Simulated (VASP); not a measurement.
Runs of VASP 6.6.1 on TePb. It takes space group Fm-3m (No. 225, cubic). The conventional cell has a = 6.444 Å, b = 6.444 Å, c = 6.444 Å, α = 90.00°, β = 90.00°, γ = 90.00°. Te (site symmetry m-3m) has 6 Pb at 3.22 Å as nearest neighbours. Around Pb (site symmetry m-3m) lie 6 Te at 3.22 Å. 

```csv
task,level,potentials or basis,cell,k mesh,cutoff (eV),target pressure,ions in elastic constants,gap on the mesh (eV),pressure (GPa)
relaxation of cell and atoms,PBEsol,"VASP PAW PBE potentials, release 64 (Te, Pb_d)",relaxed,8 × 8 × 8,600,-,-,0.65,0.0
relaxation of cell and atoms,LDA,"VASP PAW LDA potentials, release 64 (Te, Pb_d)",relaxed to 0.85 GPa,8 × 8 × 8,600,0.85 GPa,-,0.52,0.8
relaxation of cell and atoms,r2SCAN,"VASP PAW PBE potentials, release 64 (Te, Pb_d)",relaxed to 5.02 GPa,8 × 8 × 8,600,5.02 GPa,-,0.87,5.0
single point,LDA,"VASP PAW LDA potentials, release 64 (Te, Pb_d)","Fm-3m, 33.73 Å³/atom",6 × 6 × 6,520,-,-,(b),(a)
```

Alike in all rows: no spin polarisation; smearing gaussian 0.03 eV.

**Question.** Estimate the missing entries.

**Answer.** (a) -1.6; (b) 0.64.

Caveats: spin-orbit coupling is left out, which as a rule narrows the gap of such compounds by several tenths of an eV; the PAW data sets were made with another functional, which shifts forces and pressure a little (some runs); the cell is relaxed towards a set pressure, so the enthalpy falls and the energy may rise (some runs); the relaxation stopped at its first step, so nothing moved (some runs).

A k mesh can miss the band edges, and the runs leave out spin-orbit coupling on Pb, Te.

Runs at the PBE level aren't shown here.
